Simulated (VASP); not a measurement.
# BaTiO3 (P4mm) in VASP: further runs

One crystal, BaTiO3, is run at these levels: PBE; tasks: single point.

Everything below comes from runs of VASP 6.6.1. Logs are shortened: lines on timing, memory, paths and dates and some standing lists are left out, and cuts for length are marked.

## Step 1: The structure

It takes space group P4mm (No. 99, tetragonal). The conventional cell has a = 4.000 Å, b = 4.000 Å, c = 4.018 Å, α = 90.00°, β = 90.00°, γ = 90.00°. Around Ba (site symmetry 4mm) lie 12 O at 2.79 to 2.88 Å. Ti (site symmetry 4mm) is surrounded by 6 O at 1.89 to 2.13 Å. O (site symmetry 2mm) is surrounded by 2 Ti at 2.00 Å. Around O (site symmetry 4mm) lie 2 Ti at 1.89 to 2.13 Å.

## Step 2: Single point, PBE

INCAR

```
SYSTEM = BaTiO3
PREC = Accurate ; ENCUT = 400
EDIFF = 1E-7 ; ISMEAR = 0
SIGMA = 0.05 ; LREAL = .False.
LASPH = .True. ; NELM = 100
ALGO = Normal ; ISIF = 2
LWAVE = .False. ; LCHARG = .False.
GGA = PE ; NBANDS = 28
ADDGRID = .False.
```

KPOINTS

```
regular mesh
0
Gamma
  7 7 7
  0 0 0
```

POSCAR

```
BaTiO3
1.0
    3.9998000000      0.0000000000      0.0000000000
    0.0000000000      3.9998000000      0.0000000000
    0.0000000000      0.0000000000      4.0180000000
Ba Ti O
1 1 3
Direct
    0.0050340000     -0.0151990000     -0.0081960000
    0.5109990000      0.5026790000      0.4796360000
   -0.0079330000      0.4990990000      0.5319510000
    0.5087000000     -0.0034200000      0.5100070000
    0.5274750000      0.4823970000      0.0100750000
```

Potentials or basis: VASP PAW PBE potentials, release 64 (Ba_sv, Ti_sv, O).

On the command line:

```sh
$ cat potpaw_PBE.64/Ba_sv/POTCAR potpaw_PBE.64/Ti_sv/POTCAR potpaw_PBE.64/O/POTCAR > POTCAR
$ mpirun -np 1 vasp_std > vasp.out
```

OUTCAR:

```text
SYSTEM = BaTiO3
   PREC = Accurate
   ENCUT = 400
   EDIFF = 1E-7
   ISMEAR = 0
   LREAL = .False.
   LASPH = .True.
   NELM = 100
   ISIF = 2
   GGA = PE

 Found    172 irreducible k-points:

 Following reciprocal coordinates:
            Coordinates               Weight
  0.000000  0.000000  0.000000      1.000000
  0.142857  0.000000  0.000000      2.000000
  0.000000  0.142857  0.000000      2.000000
  0.285714  0.000000  0.000000      2.000000
  0.000000  0.285714  0.000000      2.000000
  0.428571  0.000000  0.000000      2.000000
   k-points           NKPTS =    172   k-points in BZ     NKDIM =    172   number of bands    NBANDS=     28
   number of dos      NEDOS =    301   number of ions     NIONS =      5
   total plane-waves  NPLWV =  21952
   dimension x,y,z NGX =    28 NGY =   28 NGZ =   28
   dimension x,y,z NGXF=    56 NGYF=   56 NGZF=   56
   ions per type =               1   1   3
   NGX,Y,Z   is equivalent  to a cutoff of  11.64, 11.64, 11.59 a.u.
   NGXF,Y,Z  is equivalent  to a cutoff of  23.28, 23.28, 23.17 a.u.
 SYSTEM =  BaTiO3
   PREC   = accura    normal or accurate (medium, high low for compatibility)
   ISTART =      0    job   : 0-new  1-cont  2-samecut
   ICHARG =      2    charge: 1-file 2-atom 10-const
   ISPIN  =      1    spin polarized calculation?
   LNONCOLLINEAR =      F non collinear calculations
   LSORBIT =      F    spin-orbit coupling
   LASPH  =      T    aspherical Exc in radial PAW
   ENCUT  =  400.0 eV  29.40 Ry    5.42 a.u.   6.52  6.52  6.55*2*pi/ulx,y,z
   NELM   =    100;   NELMIN=  2; NELMDL= -5     # of ELM steps
   EDIFF  = 0.1E-06   stopping-criterion for ELM
   LREAL  =      F    real-space projection
   EDIFFG = 0.1E-05   stopping-criterion for IOM
   NSW    =      0    number of steps for IOM
   IBRION =     -1    ionic relax: 0-MD 1-quasi-New 2-CG
   NFREE  =      0    steps in history (QN), initial steepest desc. (CG)
   ISIF   =      2    stress and relaxation
   ISYM   =      2    0-nonsym 1-usesym 2-fastsym
   POTIM  = 0.5000    time-step for ionic-motion
   TEBEG  =    0.0;   TEEND  =   0.0 temperature during run
   PSTRESS=    0.0 pullay stress
   NELECT =      40.0000    total number of electrons
   NUPDOWN=      -1.0000    fix difference up-down
   EMIN   =  10.00;   EMAX   =-10.00  energy-range for DOS
   EFERMI =   0.00;   METHOD = LEGACY
   ISMEAR =     0;   SIGMA  =   0.05  broadening in eV -4-tet -1-fermi 0-gaus
   EFERMI_NEDOS =   21; number of points for ismear=-14 and -15
   IALGO  =     38    algorithm
   IMIX   =      4    mixing-type and parameters
     AMIX     =   0.40;   BMIX     =  1.00
     AMIX_MAG =   1.60;   BMIX_MAG =  1.00
  volume/ion in A,a.u.               =      12.86        86.76
  Fermi-wavevector in a.u.,A,eV,Ry     =   1.397653  2.641181 26.578078  1.953434
  Thomas-Fermi vector in A             =   2.520888
   LORBIT       =      0    0 simple, 1 ext, 2 COOP (PROOUT), +10 PAW based schemes
   GGA     = PE    functional components
   LHFCALC =     F    Hartree Fock is set to
   AEXX    =    0.0000 exact exchange contribution
   IVDW    =     0    specifies the selected vdW correction
   LEPSILON=     F    determine dielectric tensor
   LRPA    =     F    only Hartree local field effects (RPA)
 non-spin polarized calculation
 Gauss-broadening in eV      SIGMA  =   0.05
  energy-cutoff  :      400.00
  volume of cell :       64.28
 maximum number of plane-waves:      1189
 NGX is ok and might be reduce to    28
   NGX = 13   NGY = 13   NGZ = 13

 number of electron      39.9999995 magnetization

 Free energy of the ion-electron system (eV)
  ---------------------------------------------------
  ext. energy  EPLUGINS =         0.00000000
  ---------------------------------------------------
  free energy    TOTEN  =       -39.92344365 eV

  energy without entropy =      -39.92344365  energy(sigma->0) =      -39.92344365

 E-fermi :   4.0380     XC(G=0): -11.2369

 val. band max:        3.7346383725   @ k =  -0.4286   0.4286   0.4286
 cond. band min:       5.6907801404   @ k =   0.0000   0.0000   0.0000
 fundamental gap:      1.9561417679
 Fermi energy:         4.0379963263

 k-point     1 :       0.0000    0.0000    0.0000
  band No.  band energies     occupation
      1     -52.7269      2.00000
      2     -28.9763      2.00000
      3     -28.9608      2.00000
      4     -28.9490      2.00000
      5     -21.0025      2.00000
      6     -13.0837      2.00000
      7     -12.4169      2.00000
      8     -12.3733      2.00000
      9      -6.1846      2.00000
     10      -6.1736      2.00000
     11      -6.1692      2.00000
     12       1.3886      2.00000
     13       1.4948      2.00000
     14       1.5344      2.00000
     15       2.5473      2.00000
     16       2.5737      2.00000
     17       2.6279      2.00000
     18       3.3903      2.00000
     19       3.4795      2.00000
     20       3.5327      2.00000
     21       5.6908      0.00000
     22       5.9353      0.00000
     23       6.1261      0.00000
     24       7.8746      0.00000
     25       8.0041      0.00000
     26       8.8633      0.00000
     27       8.9608      0.00000
     28      11.0776      0.00000

 k-point     2 :       0.1429    0.0000    0.0000
  band No.  band energies     occupation
      1     -52.7265      2.00000
      2     -28.9763      2.00000
      3     -28.9701      2.00000
      4     -28.9486      2.00000
      5     -20.9803      2.00000
      6     -13.1005      2.00000
      7     -12.4097      2.00000
      8     -12.3569      2.00000
      9      -6.1554      2.00000
     10      -6.1384      2.00000
     11      -6.0953      2.00000
     12       1.1086      2.00000
     13       1.4144      2.00000
     14       1.4665      2.00000
     15       2.3337      2.00000
     16       2.3979      2.00000
     17       2.4742      2.00000
     18       3.0458      2.00000
     19       3.3597      2.00000
     20       3.4726      2.00000
     21       5.9098      0.00000
     22       6.0926      0.00000
     23       6.2108      0.00000
     24       7.9385      0.00000
     25       8.4650      0.00000
     26       9.2536      0.00000
     27       9.3332      0.00000
     28      11.5522      0.00000

 k-point     3 :       0.0000    0.1429    0.0000
  band No.  band energies     occupation
      1     -52.7265      2.00000
      2     -28.9760      2.00000
      3     -28.9604      2.00000
      4     -28.9589      2.00000
      5     -20.9799      2.00000
      6     -13.1046      2.00000
      7     -12.4029      2.00000
      8     -12.3561      2.00000
      9      -6.1648      2.00000
     10      -6.1431      2.00000
     11      -6.0815      2.00000
     12       1.1727      2.00000
     13       1.3492      2.00000
     14       1.4574      2.00000
     15       2.3048      2.00000
     16       2.3798      2.00000
     17       2.5503      2.00000
     18       3.0489      2.00000
     19       3.2401      2.00000
     20       3.4529      2.00000
     21       6.0553      0.00000
     22       6.1005      0.00000
     23       6.2149      0.00000
     24       7.9951      0.00000
     25       8.4112      0.00000
     26       9.2279      0.00000
     27       9.3199      0.00000
     28      11.5522      0.00000

 k-point     4 :       0.2857    0.0000    0.0000
  band No.  band energies     occupation
      1     -52.7259      2.00000
      2     -28.9925      2.00000
      3     -28.9747      2.00000
      4     -28.9478      2.00000
      5     -20.9299      2.00000
      6     -13.1914      2.00000
      7     -12.3895      2.00000
      8     -12.2610      2.00000
      9      -6.0837      2.00000
     10      -6.0664      2.00000
     11      -5.9259      2.00000
     12       0.4572      2.00000
     13       1.2548      2.00000
     14       1.2717      2.00000
     15       1.9912      2.00000
     16       2.0689      2.00000
     17       2.1994      2.00000
     18       2.4886      2.00000
     19       3.0763      2.00000
     20       3.2170      2.00000
     21       5.9984      0.00000
     22       6.7102      0.00000
     23       6.7657      0.00000
     24       7.9386      0.00000
     25       9.1902      0.00000
     26      10.1475      0.00000
     27      10.2643      0.00000
     28      12.2202      0.00000

 k-point     5 :       0.0000    0.2857    0.0000
  band No.  band energies     occupation
      1     -52.7259      2.00000
      2     -28.9815      2.00000
      3     -28.9748      2.00000
      4     -28.9595      2.00000
      5     -20.9285      2.00000
      6     -13.2061      2.00000
      7     -12.3743      2.00000
      8     -12.2491      2.00000
      9      -6.0913      2.00000
     10      -6.0782      2.00000
     11      -5.9093      2.00000
     12       0.4767      2.00000
     13       1.1770      2.00000
     14       1.2532      2.00000
     15       1.9797      2.00000
     16       2.0515      2.00000
     17       2.2769      2.00000
     18       2.4522      2.00000
     19       2.9559      2.00000
     20       3.1878      2.00000
     21       6.1829      0.00000
     22       6.7639      0.00000
     23       6.8082      0.00000
     24       7.9966      0.00000
     25       9.2067      0.00000
     26      10.0723      0.00000
     27      10.2334      0.00000
     28      12.1485      0.00000

 k-point     6 :       0.4286    0.0000    0.0000
  band No.  band energies     occupation
      1     -52.7257      2.00000
      2     -29.0098      2.00000
      3     -28.9742      2.00000
      4     -28.9471      2.00000
      5     -20.8886      2.00000
      6     -13.2992      2.00000
      7     -12.3743      2.00000
      8     -12.1387      2.00000
      9      -6.0236      2.00000
     10      -6.0059      2.00000
     11      -5.7926      2.00000
     12      -0.0263      2.00000
     13       1.0573      2.00000
     14       1.0932      2.00000
     15       1.7351      2.00000
     16       1.8085      2.00000
     17       2.0750      2.00000
     18       2.1925      2.00000
     19       2.8700      2.00000
     20       3.0329      2.00000
     21       6.0564      0.00000
     22       7.2064      0.00000
     23       7.2524      0.00000
     24       7.9253      0.00000
     25       9.5430      0.00000
     26      10.8533      0.00000
     27      11.2430      0.00000
     28      12.1410      0.00000

 [... further k-points ...]

------------------------ aborting loop because EDIFF is reached ----------------------------------------

  FORCE on cell =-STRESS in cart. coord.  units (eV):
  Direction    XX          YY          ZZ          XY          YZ          ZX
  --------------------------------------------------------------------------------------
  -------------------------------------------------------------------------------------
  Total       -0.1531058     -0.0802481      0.2696025      0.0447339     -0.0287631     -0.0506363
  in kB       -3.8160640     -2.0001333      6.7196713      1.1149638     -0.7169015     -1.2620773
  external PRESSURE =       0.3011580 kB  Pullay stress =       0.0000000 kB

 VOLUME and BASIS-vectors are now :
 -----------------------------------------------------------------------------
  energy-cutoff  :      400.00
  volume of cell :       64.28
      direct lattice vectors                 reciprocal lattice vectors
     3.999800000  0.000000000  0.000000000     0.250012501  0.000000000  0.000000000
     0.000000000  3.999800000  0.000000000     0.000000000  0.250012501  0.000000000
     0.000000000  0.000000000  4.018000000     0.000000000  0.000000000  0.248880040

 POSITION                                       TOTAL-FORCE (eV/Angst)
 -----------------------------------------------------------------------------------
      0.02013      3.93901      3.98507         0.134738      0.362008      0.146013
      2.04389      2.01062      1.92718         0.309591     -0.204677      0.057069
      3.96807      1.99630      2.13738         0.644454     -0.073589     -0.694703
      2.03470      3.98612      2.04921        -0.355500     -0.370242     -0.232321
      2.10979      1.92949      0.04048        -0.733283      0.286501      0.723942
 -----------------------------------------------------------------------------------
    total drift:                                0.000277      0.000150     -0.000022

  FREE ENERGIE OF THE ION-ELECTRON SYSTEM (eV)
  ---------------------------------------------------
  free  energy   TOTEN  =       -39.9234436538 eV

  energy  without entropy=      -39.9234436538  energy(sigma->0) =      -39.92344365
```

It took 4.4 min on 1 thread of Intel Xeon Platinum 8488C (Sapphire Rapids), shared host; peak memory 0.31 GiB.

The run converged, but some of its settings lie outside the range that counts as converged, so its numbers aren't taken as properties of the crystal.

Results:

| Item | Value |
| --- | --- |
| Free energy | -39.9234 eV |
| Largest force | 1.070 eV/Å |
| Band gap on the k mesh | 1.96 eV, indirect (least direct gap 2.16 eV) |

Caveat: the cutoff is under 1.25 times the usual one of these potentials, so pressure, stress and relaxed cells hold a basis-set (Pulay) error; spin-orbit coupling is left out, which moves the levels of the heavy elements; an odd mesh through Γ misses points on the zone boundary, where band edges often lie.

## Step 3: Single point, PBE

Changes to INCAR since step 2:

```diff
@@ -1,3 +1,3 @@
 SYSTEM = BaTiO3
-PREC = Accurate ; ENCUT = 400
+PREC = Accurate ; ENCUT = 900
 EDIFF = 1E-7 ; ISMEAR = 0
```

KPOINTS

```
regular mesh
0
Gamma
  5 5 5
  0 0 0
```

POSCAR

```
BaTiO3
1.0
    3.9998000000      0.0000000000      0.0000000000
    0.0000000000      3.9998000000      0.0000000000
    0.0000000000      0.0000000000      4.0180000000
Ba Ti O
1 1 3
Direct
    0.0000000000      0.0000000000      0.0000000000
    0.5000000000      0.5000000000      0.4900000000
    0.0000000000      0.5000000000      0.5170000000
    0.5000000000      0.0000000000      0.5170000000
    0.5000000000      0.5000000000      0.0190000000
```

Potentials or basis: VASP PAW PBE potentials, release 64 (Ba_sv, Ti_sv, O).

On the command line:

```sh
$ cat potpaw_PBE.64/Ba_sv/POTCAR potpaw_PBE.64/Ti_sv/POTCAR potpaw_PBE.64/O/POTCAR > POTCAR
$ mpirun -np 1 vasp_std > vasp.out
```

Run time: 98 s. Hardware: 1 thread of Intel Xeon Platinum 8488C (Sapphire Rapids), shared host; peak memory 0.28 GiB.

These settings aren't checked as converged: the numbers below hold their error.

Results:

```
Free energy            : -40.0022 eV
Pressure               : 4.3 GPa
Largest force          : 0.286 eV/Å
Band gap on the k mesh : 1.93 eV, indirect (least direct gap 2.06 eV)
```

Caveat: spin-orbit coupling is left out, which moves the levels of the heavy elements; an odd mesh through Γ misses points on the zone boundary, where band edges often lie.

## Step 4: Single point, PBE

INCAR is that of step 3.

KPOINTS is that of step 3.

POSCAR

```
BaTiO3
1.0
    3.9998000000      0.0000000000      0.0000000000
    0.0000000000      3.9998000000      0.0000000000
    0.0000000000      0.0000000000      4.0180000000
Ba Ti O
1 1 3
Direct
    0.0050340000     -0.0151990000     -0.0081960000
    0.5109990000      0.5026790000      0.4796360000
   -0.0079330000      0.4990990000      0.5319510000
    0.5087000000     -0.0034200000      0.5100070000
    0.5274750000      0.4823970000      0.0100750000
```

On the command line:

```sh
$ cat potpaw_PBE.64/Ba_sv/POTCAR potpaw_PBE.64/Ti_sv/POTCAR potpaw_PBE.64/O/POTCAR > POTCAR
$ mpirun -np 1 vasp_std > vasp.out
```

Wall time 4.8 min (1 thread of Intel Xeon Platinum 8488C (Sapphire Rapids), shared host); peak memory 0.41 GiB.

The run converged, but some of its settings lie outside the range that counts as converged, so its numbers aren't taken as properties of the crystal.

What came out:

| Quantity | Value |
| --- | --- |
| Free energy | -39.8964 eV |
| Pressure | 4.9 GPa |
| Largest force | 1.055 eV/Å |
| Band gap on the k mesh | 2.02 eV, indirect (least direct gap 2.16 eV) |

Caveat: spin-orbit coupling is left out, which moves the levels of the heavy elements; an odd mesh through Γ misses points on the zone boundary, where band edges often lie.

## Step 5: For comparison

An earlier run on the cell as given: functional PBEsol; potentials or basis VASP PAW PBE potentials, release 64 (Ba_sv, Ti_sv, O); cutoff 520 eV; k mesh 7 × 7 × 7; occupations fermi-dirac, width 0.05 eV; no spin polarisation.

- Pressure: -2.0 GPa
- Largest force: 0.323 eV/Å
- Band gap on the k mesh: 1.82 eV, indirect (least direct gap 2.02 eV)
